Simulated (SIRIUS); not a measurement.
**GaN: single point with PBEsol**

**What was measured.**

“Studying electronic properties in GaN without electrical contacts using γ-γ vs e−-γ Perturbed Angular Correlations”, 2019, pmc:6823545 quotes, for a bulk crystal of GaN: band gap 3.503 ± 0.005 eV (direct).

Crystal: GaN.

```
Ga N
1.0
     3.21154    0.00000    0.00000
    -1.60577    2.78127    0.00000
     0.00000    0.00000   10.35684
Ga N
4 4
Direct
  0.00000 0.00000 0.78587
  0.66667 0.33333 0.03735
  0.33333 0.66667 0.53735
  0.00000 0.00000 0.28587
  0.00000 0.00000 0.09304
  0.66667 0.33333 0.34375
  0.00000 0.00000 0.59304
  0.33333 0.66667 0.84374
```

The cell is a database's computed one.

* Program: SIRIUS 7.12.0
* Task: single point
* Functional: PBEsol
* Potentials or basis: all-electron FP-LAPW
* Cutoff: 335 eV
* Basis: apw+lo standard
* k mesh: 10 × 10 × 3
* Occupations: fermi-dirac, width 0.05 eV
* Spin: no spin polarisation

```
Largest force                                     : 0.248 eV/Å
Band gap on the k mesh                            : 0.79 eV, direct
All electrons inside the program's atomic spheres : Ga 29.21, 29.10; N 5.31, 5.26 (radii Ga 2.12, N 1.41 bohr)
```

Forces in eV/Å, atoms in the order of the input:
```
Ga   0.000  0.000  0.019
Ga   0.000  0.000 -0.048
Ga   0.000  0.000 -0.048
Ga   0.000  0.000  0.019
N    0.000  0.000 -0.212
N    0.000  0.000  0.248
N    0.000  0.000 -0.212
N    0.000  0.000  0.248
```

Levels at points of the mesh, in eV from the valence-band top:
| k point | band 48 | band 49 | band 50 | band 51 | band 52 | band 53 | band 54 | band 55 | band 56 | band 57 |
| --- | --- | --- | --- | --- | --- | --- | --- | --- | --- | --- |
| (0.00, 0.00, 0.00) | -0.59 | -0.59 | -0.55 | -0.55 | 0.00 | 0.79 | 3.29 | 3.44 | 3.51 | 6.93 |
| (0.50, 0.00, 0.00) | -2.36 | -2.17 | -1.96 | -1.53 | -0.76 | 1.88 | 2.38 | 4.61 | 4.63 | 5.74 |

It took 33 min on 1 thread of Arm Neoverse V2 (shared host), peak memory 2 GiB.

Measured gap of GaN: 3.503 eV (direct; quoted in “Studying electronic properties in GaN without electrical contacts using γ-γ vs e−-γ Perturbed Angular Correlations”, 2019, pmc:6823545). This calculation gives 0.79 eV (-2.71 eV). So large a miss can be the level of theory's own, or it may mean another phase, state or a wrong row. Spin-orbit coupling on Ga is left out. The value is that of PBEsol, without temperature or zero-point motion. Semilocal functionals fall short of measured gaps as a rule. The cell is a database's relaxed one, not the measured one, which moves gaps too.
